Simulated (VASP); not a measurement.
# BAs (F-43m) in VASP: convergence with n empty

Aim: find how far n empty must go before the results for BAs settle, at PBE. This setting moves, with any that are tied to it; all else stays.

Program: VASP 6.6.1. These are calculated values, not measurements. Logs are shortened: lines on timing, memory, paths and dates and some standing lists are left out, and cuts for length are marked.

## 1. Starting point

The structure is cubic, space group F-43m (No. 216). The conventional cell has a = 4.777 Å, b = 4.777 Å, c = 4.777 Å, α = 90.00°, β = 90.00°, γ = 90.00°. As (site symmetry -43m) has 4 B at 2.07 Å as nearest neighbours. B (site symmetry -43m) has 4 As at 2.07 Å as nearest neighbours.

## 2. With n empty 12

Input file POSCAR:

```
BAs
1.0
    0.0000000000      2.3885000000      2.3885000000
    2.3885000000      0.0000000000      2.3885000000
    2.3885000000      2.3885000000      0.0000000000
As B
1 1
Direct
    0.7500000000      0.7500000000      0.7500000000
    0.0000000000      0.0000000000      0.0000000000
```

Input file INCAR.step1:

```
PREC = Accurate
ENCUT = 450
EDIFF = 1E-8
ISMEAR = 0
SIGMA = 0.01
LREAL = F
LASPH = T
NELM = 60
ALGO = Fast
LWAVE = T
LCHARG = F
GGA = PE
```

Input file INCAR.step2:

```
PREC = Accurate
ENCUT = 450
EDIFF = 1E-8
ISMEAR = 0
SIGMA = 0.01
LREAL = F
LASPH = T
NELM = 1
ALGO = Exact
LWAVE = T
LCHARG = F
GGA = PE
NBANDS = 16
LOPTICS = T
ISTART = 1
```

Input file INCAR.step3:

```
PREC = Accurate
ENCUT = 450
EDIFF = 1E-8
ISMEAR = 0
SIGMA = 0.01
LREAL = F
LASPH = T
ALGO = EVGW0
LWAVE = F
LCHARG = F
GGA = PE
NELMGW = 1
NBANDS = 16
ENCUTGW = 120
NOMEGA = 48
PRECFOCK = Fast
ISTART = 1
NBANDSGW = 12
```

Input file KPOINTS:

```
Automatic mesh
0
Gamma
  4 4 4
```

Potentials or basis: VASP PAW PBE potentials, release 64 (As_GW, B_GW).

Started as:

```
$ cat potpaw_PBE.64/As_GW/POTCAR potpaw_PBE.64/B_GW/POTCAR > POTCAR
$ cp INCAR.step1 INCAR
$ mpirun -np 1 vasp_std > vasp.out
$ cp INCAR.step2 INCAR
$ mpirun -np 1 vasp_std > vasp.out
$ cp INCAR.step3 INCAR
$ mpirun -np 1 vasp_std > vasp.out
```

OUTCAR:

```text
PREC = Accurate
   ENCUT = 450
   EDIFF = 1E-8
   ISMEAR = 0
   LREAL = F
   LASPH = T
   GGA = PE
   NELMGW = 1
   ENCUTGW = 120
   PRECFOCK = Fast
   ISTART = 1

 Found      8 irreducible k-points:

 Following reciprocal coordinates:
            Coordinates               Weight
  0.000000  0.000000  0.000000      1.000000
  0.250000  0.000000  0.000000      8.000000
  0.500000  0.000000  0.000000      4.000000
  0.250000  0.250000  0.000000      6.000000
  0.500000  0.250000  0.000000     24.000000
 -0.250000  0.250000  0.000000     12.000000
   k-points           NKPTS =      8   k-points in BZ     NKDIM =     64   number of bands    NBANDS=     16
   number of dos      NEDOS =    301   number of ions     NIONS =      2
   total plane-waves  NPLWV =  13824
   dimension x,y,z NGX =    24 NGY =   24 NGZ =   24
   dimension x,y,z NGXF=    48 NGYF=   48 NGZF=   48
   ions per type =               1   1
   NGX,Y,Z   is equivalent  to a cutoff of  11.81, 11.81, 11.81 a.u.
   NGXF,Y,Z  is equivalent  to a cutoff of  23.62, 23.62, 23.62 a.u.
 SYSTEM =  unknown system
   PREC   = accura    normal or accurate (medium, high low for compatibility)
   ISTART =      1    job   : 0-new  1-cont  2-samecut
   ICHARG =      0    charge: 1-file 2-atom 10-const
   ISPIN  =      1    spin polarized calculation?
   LNONCOLLINEAR =      F non collinear calculations
   LSORBIT =      F    spin-orbit coupling
   LASPH  =      T    aspherical Exc in radial PAW
   ENCUT  =  450.0 eV  33.07 Ry    5.75 a.u.   5.84  5.84  5.84*2*pi/ulx,y,z
   NELM   =     60;   NELMIN=  2; NELMDL=  0     # of ELM steps
   EDIFF  = 0.1E-07   stopping-criterion for ELM
   LREAL  =      F    real-space projection
   EDIFFG = 0.1E-06   stopping-criterion for IOM
   NSW    =      0    number of steps for IOM
   IBRION =     -1    ionic relax: 0-MD 1-quasi-New 2-CG
   NFREE  =      0    steps in history (QN), initial steepest desc. (CG)
   ISIF   =      0    stress and relaxation
   ISYM   =      3    0-nonsym 1-usesym 2-fastsym
   POTIM  = 0.5000    time-step for ionic-motion
   TEBEG  =    0.0;   TEEND  =   0.0 temperature during run
   PSTRESS=    0.0 pullay stress
   NELECT =       8.0000    total number of electrons
   NUPDOWN=      -1.0000    fix difference up-down
   EMIN   =  10.00;   EMAX   =-10.00  energy-range for DOS
   EFERMI =   0.00;   METHOD = LEGACY
   ISMEAR =     0;   SIGMA  =   0.01  broadening in eV -4-tet -1-fermi 0-gaus
   EFERMI_NEDOS =   21; number of points for ismear=-14 and -15
   IALGO  =     38    algorithm
   IMIX   =      4    mixing-type and parameters
     AMIX     =   0.40;   BMIX     =  1.00
     AMIX_MAG =   1.60;   BMIX_MAG =  1.00
  volume/ion in A,a.u.               =      13.63        91.95
  Fermi-wavevector in a.u.,A,eV,Ry     =   1.088018  2.056057 16.106360  1.183784
  Thomas-Fermi vector in A             =   2.224191
   LORBIT       =      0    0 simple, 1 ext, 2 COOP (PROOUT), +10 PAW based schemes
   GGA     = PE    functional components
   LHFCALC =     T    Hartree Fock is set to
   PRECFOCK=fast      Normal, Fast or Accurate (Low or Medium for compatibility)
   ENCUT4O =  -1.0   cutoff for four orbital integrals eV
   NKREDX  =     1    reduce k-point grid by
   NKREDY  =     1    reduce k-point grid by
   NKREDZ  =     1    reduce k-point grid by
   AEXX    =    1.0000 exact exchange contribution
   HFSCREEN=    0.0000 screening length (either q_TF or 0.3 A-1)
   HFSCREENC=   0.0000 screening length for correlation (either q_TF or 0.3 A-1)
   ENCUTFOCK=  -1.0 apply spherical cutoff to Coloumb kernel
   IVDW    =     0    specifies the selected vdW correction
   LEPSILON=     F    determine dielectric tensor
   LRPA    =     F    only Hartree local field effects (RPA)
   LRPAFORCE           =     F    calculate RPA forces
   ENCUTGW             = 120.0    cutoff for response function in eV
   ENCUTGWSOFT         =  96.0    soft cutoff for Coulomb kernel in GW response function in eV
   ENCUTLF             =  -1.0    cutoff for local field effects
   NELMGW              =     1    number of iterations in solving QP/BSE equation
   NELMHF              =     1    number of iterations in the inner HF iteration
   NKREDLFX            =     1    NKREDLFY  =   1   NKREDLFZ  =   1
 non-spin polarized calculation
 Gauss-broadening in eV      SIGMA  =   0.01
  energy-cutoff  :      450.00
  volume of cell :       27.25
 maximum number of plane-waves:       609
  NGX = 14; NGY = 14; NGZ = 14
   NGX = 11   NGY = 11   NGZ = 11
 maximum number of plane-waves:        92
 NGX is ok and might be reduce to    14

 QP shifts <psi_nk| G(iteration)W_0 |psi_nk>: iteration 1
 for sc-GW calculations column KS-energies equals QP-energies in previous step
 and V_xc(KS)=  KS-energies - (<T + V_ion + V_H > + <T+V_H+V_ion>^1  + <V_x>^1)

 k-point   1 :       0.0000    0.0000    0.0000
  band No.  KS-energies  QP-energies   sigma(KS)   V_xc(KS)     V^pw_x(r,r')   Z            occupation Imag(sigma)

      1      -9.2127      -9.4999     -12.0513     -11.6509     -19.5818       0.7173       2.0000       1.4217
      2       6.2037       6.5515     -12.1602     -12.5970     -14.3135       0.7963       2.0000       0.0694
      3       6.2037       6.5515     -12.1602     -12.5970     -14.3135       0.7963       2.0000       0.0694
      4       6.2037       6.5515     -12.1602     -12.5970     -14.3135       0.7963       2.0000       0.0694
      5       9.4629      10.6123      -9.9327     -11.3816      -6.5810       0.7933       0.0000      -0.0885
      6       9.4629      10.6123      -9.9327     -11.3816      -6.5810       0.7933       0.0000      -0.0885
      7       9.4629      10.6123      -9.9327     -11.3816      -6.5810       0.7933       0.0000      -0.0885
      8      10.8667      12.3046     -10.7337     -12.6109      -6.4529       0.7660       0.0000      -0.1398
      9      15.7680      16.5593      -7.9023      -8.8971      -3.0349       0.7955       0.0000      -0.3069
     10      19.1304      20.4272      -8.7780     -10.4077      -4.3645       0.7958       0.0000      -0.3645
     11      19.1304      20.4272      -8.7780     -10.4077      -4.3645       0.7958       0.0000      -0.3645
     12      20.5439      21.5882      -7.7305      -9.0130      -2.4955       0.8143       0.0000      -0.7473

 k-point   2 :       0.2500    0.0000    0.0000
  band No.  KS-energies  QP-energies   sigma(KS)   V_xc(KS)     V^pw_x(r,r')   Z            occupation Imag(sigma)
[... 65 lines left out ...]
      1      -6.6902      -6.8403     -12.1625     -11.9562     -18.8332       0.7279       2.0000       0.9940
      2      -0.4489      -0.5310     -12.1015     -11.9901     -16.4218       0.7372       2.0000       0.2695
      3       1.0995       1.0257     -11.4227     -11.3266     -14.7753       0.7683       2.0000       0.1658
      4       4.2299       4.4220     -11.9873     -12.2318     -14.6241       0.7857       2.0000       0.0926
      5       9.6999      10.7435      -9.5787     -10.8971      -5.8655       0.7917       0.0000      -0.1000
      6      12.3005      13.6053      -9.8540     -11.5369      -5.6375       0.7753       0.0000      -0.1665
      7      13.1564      14.4767      -9.7934     -11.4921      -5.4438       0.7772       0.0000      -0.1862
      8      13.5835      14.7351      -9.8002     -11.3030      -5.1745       0.7663       0.0000      -0.2171
      9      16.5469      17.5578      -8.5072      -9.7659      -4.2043       0.8032       0.0000      -0.2797
     10      18.3363      19.5458      -8.9348     -10.5068      -3.7002       0.7695       0.0000      -0.4746
     11      21.8208      23.3607      -8.9898     -10.9834      -3.3448       0.7725       0.0000      -0.7757
     12      23.5376      24.7795      -7.8040      -9.3853      -2.6807       0.7854       0.0000      -0.7384

 [... further k-points ...]
```

OUTCAR.step1:

```text
PREC = Accurate
   ENCUT = 450
   EDIFF = 1E-8
   ISMEAR = 0
   LREAL = F
   LASPH = T
[... 176 lines left out ...]
 -----------------------------------------------------------------------------------
      3.58275      3.58275      3.58275         0.000000      0.000000      0.000000
      0.00000      0.00000      0.00000        -0.000000     -0.000000     -0.000000
 -----------------------------------------------------------------------------------
    total drift:                               -0.000000     -0.000000     -0.000000

  FREE ENERGIE OF THE ION-ELECTRON SYSTEM (eV)
  ---------------------------------------------------
  free  energy   TOTEN  =       -11.2355841147 eV

  energy  without entropy=      -11.2355841147  energy(sigma->0) =      -11.23558411
```

OUTCAR.step2:

```text
PREC = Accurate
   ENCUT = 450
   EDIFF = 1E-8
   ISMEAR = 0
   LREAL = F
[... 558 lines left out ...]
     0.00000    15.40461    15.40461    15.40461     0.00000     0.00000    -0.00000
     0.53860    15.59249    15.59249    15.59249     0.00000     0.00000    -0.00000
     1.07719    16.20092    16.20092    16.20092     0.00000     0.00000    -0.00000
     1.61579    17.37315    17.37315    17.37315     0.00000     0.00000    -0.00000
     2.15439    19.49776    19.49776    19.49776     0.00000     0.00000    -0.00000
     2.69299    23.93959    23.93959    23.93959     0.00000     0.00000    -0.00000
[... 92 lines left out ...]
    52.78254     0.82859     0.82859     0.82859    -0.00000    -0.00000     0.00000
    53.32114     0.83217     0.83217     0.83217    -0.00000    -0.00000     0.00000
```

Run time: 34 s. Hardware: 1 thread of AMD EPYC 7R43 (Zen 3), shared host; peak memory 0.16 GiB.

Results:

```yaml
Band_gap_on_the_k_mesh_mean-field_level: 1.41 eV, indirect (least direct gap 3.26 eV)
Quasiparticle_gap: 1.74 eV
Least_direct_quasiparticle_gap: 4.06 eV
```

## 3. With n empty 24

POSCAR is that of step 2.

INCAR.step1 is that of step 2.

INCAR.step2, as its differences from that of step 2:

```diff
@@ -12,3 +12,3 @@
 GGA = PE
-NBANDS = 16
+NBANDS = 28
 LOPTICS = T
```

INCAR.step3, as its differences from that of step 2:

```diff
@@ -12,3 +12,3 @@
 NELMGW = 1
-NBANDS = 16
+NBANDS = 28
 ENCUTGW = 120
```

KPOINTS is that of step 2.

Potentials or basis: VASP PAW PBE potentials, release 64 (As_GW, B_GW).

Started as:

```
$ cat potpaw_PBE.64/As_GW/POTCAR potpaw_PBE.64/B_GW/POTCAR > POTCAR
$ cp INCAR.step1 INCAR
$ mpirun -np 1 vasp_std > vasp.out
$ cp INCAR.step2 INCAR
$ mpirun -np 1 vasp_std > vasp.out
$ cp INCAR.step3 INCAR
$ mpirun -np 1 vasp_std > vasp.out
```

It took 42 s on 1 thread of AMD EPYC 7R43 (Zen 3), shared host; peak memory 0.16 GiB.

What came out:

```yaml
Band_gap_on_the_k_mesh_mean-field_level: 1.41 eV, indirect (least direct gap 3.26 eV)
Quasiparticle_gap: 1.77 eV
Least_direct_quasiparticle_gap: 4.05 eV
```

## 4. With n empty 48

POSCAR is that of step 3.

INCAR.step1 is that of step 3.

INCAR.step2, as its differences from that of step 3:

```diff
@@ -12,3 +12,3 @@
 GGA = PE
-NBANDS = 28
+NBANDS = 52
 LOPTICS = T
```

INCAR.step3, as its differences from that of step 3:

```diff
@@ -12,3 +12,3 @@
 NELMGW = 1
-NBANDS = 28
+NBANDS = 52
 ENCUTGW = 120
```

KPOINTS is that of step 3.

Started as:

```
$ cat potpaw_PBE.64/As_GW/POTCAR potpaw_PBE.64/B_GW/POTCAR > POTCAR
$ cp INCAR.step1 INCAR
$ mpirun -np 1 vasp_std > vasp.out
$ cp INCAR.step2 INCAR
$ mpirun -np 1 vasp_std > vasp.out
$ cp INCAR.step3 INCAR
$ mpirun -np 1 vasp_std > vasp.out
```

Run time: 51 s. Hardware: 1 thread of AMD EPYC 7R43 (Zen 3), shared host; peak memory 0.17 GiB.

What came out:

- Band gap on the k mesh, mean-field level: 1.41 eV, indirect (least direct gap 3.26 eV)
- Quasiparticle gap: 1.82 eV
- Least direct quasiparticle gap: 4.04 eV

## 5. With n empty 96

POSCAR is that of step 4.

INCAR.step1 is that of step 4.

INCAR.step2, as its differences from that of step 4:

```diff
@@ -12,3 +12,3 @@
 GGA = PE
-NBANDS = 52
+NBANDS = 100
 LOPTICS = T
```

INCAR.step3, as its differences from that of step 4:

```diff
@@ -12,3 +12,3 @@
 NELMGW = 1
-NBANDS = 52
+NBANDS = 100
 ENCUTGW = 120
```

KPOINTS is that of step 4.

Started as:

```
$ cat potpaw_PBE.64/As_GW/POTCAR potpaw_PBE.64/B_GW/POTCAR > POTCAR
$ cp INCAR.step1 INCAR
$ mpirun -np 1 vasp_std > vasp.out
$ cp INCAR.step2 INCAR
$ mpirun -np 1 vasp_std > vasp.out
$ cp INCAR.step3 INCAR
$ mpirun -np 1 vasp_std > vasp.out
```

It took 80 s on 1 thread of AMD EPYC 7R43 (Zen 3), shared host; peak memory 0.17 GiB.

What came out:

- Band gap on the k mesh, mean-field level: 1.41 eV, indirect (least direct gap 3.26 eV)
- Quasiparticle gap: 1.84 eV
- Least direct quasiparticle gap: 4.04 eV

## 6. With n empty 150

POSCAR is that of step 5.

INCAR.step1 is that of step 5.

INCAR.step2, as its differences from that of step 5:

```diff
@@ -12,3 +12,3 @@
 GGA = PE
-NBANDS = 100
+NBANDS = 154
 LOPTICS = T
```

INCAR.step3, as its differences from that of step 5:

```diff
@@ -12,3 +12,3 @@
 NELMGW = 1
-NBANDS = 100
+NBANDS = 154
 ENCUTGW = 120
```

KPOINTS is that of step 5.

Potentials or basis: VASP PAW PBE potentials, release 64 (As_GW, B_GW).

Started as:

```
$ cat potpaw_PBE.64/As_GW/POTCAR potpaw_PBE.64/B_GW/POTCAR > POTCAR
$ cp INCAR.step1 INCAR
$ mpirun -np 1 vasp_std > vasp.out
$ cp INCAR.step2 INCAR
$ mpirun -np 1 vasp_std > vasp.out
$ cp INCAR.step3 INCAR
$ mpirun -np 1 vasp_std > vasp.out
```

Run time: 97 s. Hardware: 1 thread of AMD EPYC 7R43 (Zen 3), shared host; peak memory 0.21 GiB.

Results:

| Quantity | Value |
| --- | --- |
| Band gap on the k mesh, mean-field level | 1.41 eV, indirect (least direct gap 3.26 eV) |
| Quasiparticle gap | 1.85 eV |
| Least direct quasiparticle gap | 4.04 eV |

## 7. With n empty 250

POSCAR is that of step 6.

INCAR.step1 is that of step 6.

INCAR.step2, as its differences from that of step 6:

```diff
@@ -12,3 +12,3 @@
 GGA = PE
-NBANDS = 154
+NBANDS = 254
 LOPTICS = T
```

INCAR.step3, as its differences from that of step 6:

```diff
@@ -12,3 +12,3 @@
 NELMGW = 1
-NBANDS = 154
+NBANDS = 254
 ENCUTGW = 120
```

KPOINTS is that of step 6.

Started as:

```
$ cat potpaw_PBE.64/As_GW/POTCAR potpaw_PBE.64/B_GW/POTCAR > POTCAR
$ cp INCAR.step1 INCAR
$ mpirun -np 1 vasp_std > vasp.out
$ cp INCAR.step2 INCAR
$ mpirun -np 1 vasp_std > vasp.out
$ cp INCAR.step3 INCAR
$ mpirun -np 1 vasp_std > vasp.out
```

Run time: 3.3 min. Hardware: 1 thread of AMD EPYC 7R43 (Zen 3), shared host; peak memory 0.27 GiB.

The run converged. Its results:

| Property | Result |
| --- | --- |
| Band gap on the k mesh, mean-field level | 1.41 eV, indirect (least direct gap 3.26 eV) |
| Quasiparticle gap | 1.85 eV |
| Least direct quasiparticle gap | 4.04 eV |

## 8. Summary

| n empty | quasiparticle gap at the points computed (eV) | CPU time (s) | peak memory (GiB) |
| --- | --- | --- | --- |
| 12 | 1.736 | 31 | 0.16 |
| 24 | 1.773 | 40 | 0.16 |
| 48 | 1.817 | 49 | 0.17 |
| 96 | 1.843 | 76 | 0.17 |
| 150 | 1.850 | 93 | 0.21 |
| 250 | 1.852 | 190 | 0.27 |

Against the tightest run, the quasiparticle gap at the points computed stays within 0.05 eV from 48 on. The tightest run that finished is the yardstick and may itself not be fully converged.

Caveats: all runs use coarse meshes; bands, screening cutoff and mesh are small and nothing is extrapolated, so the quasiparticle values aren't converged.
